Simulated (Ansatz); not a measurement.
# Ga under changes of volume

One of the cells (18.685 Å³/atom); the others are scaled copies at fixed shape and fractional positions:

```
Ga
1.0
     1.45000   -4.06500    0.00000
     1.45000    4.06500    0.00000
     0.00000    0.00000    3.17000
Ga
2
Direct
  0.13300 0.86700 0.75000
  0.86700 0.13300 0.25000
```

This isn't the form of Ga at room conditions, which is orthorhombic.

* Program: Ansatz 0.2.0
* Functional: PBEsol
* Potentials or basis: Ansatz PAW
* Cutoff: 420 eV (not typed: the program's choice for these potentials)
* k mesh: 10 × 10 × 8
* Occupations: fermi-dirac, width 0.05 eV
* Spin: no spin polarisation

```tsv
volume (Å³/atom)	energy over the lowest point (meV/atom)	pressure (GPa)	largest force (eV/Å)
17.564	2.06	1.6	0.235
17.937	0.00	0.2	0.227
18.311	?	?	?
18.685	4.73	-2.1	0.211
19.058	10.86	-3.1	0.203
19.432	19.09	-3.9	0.195
19.806	29.13	-4.6	0.187
```

Task: What does the run at 18.311 Å³/atom give?

Result: Energy over the lowest point 1.00 meV/atom; pressure -1.0 GPa; largest force 0.219 eV/Å.

Worked out: A Birch-Murnaghan fit of order 3 (a polynomial in V^(-2/3)) to the other rows has its minimum at 17.99 Å³/atom with B0 = V·E''(V) = 63 GPa and B' = 5.3 at fixed shape and positions, which overstates the stiffness. It gives 1.00 meV/atom at 18.311 Å³/atom, against the run's 1.00, and -dE/dV = -1.0 GPa, against -1.0.

Energies are extrapolated to zero smearing.

Caveats: the PAW data sets come from PBE, with cores solved anew for the run's functional, which leaves a small shift of forces and pressure.
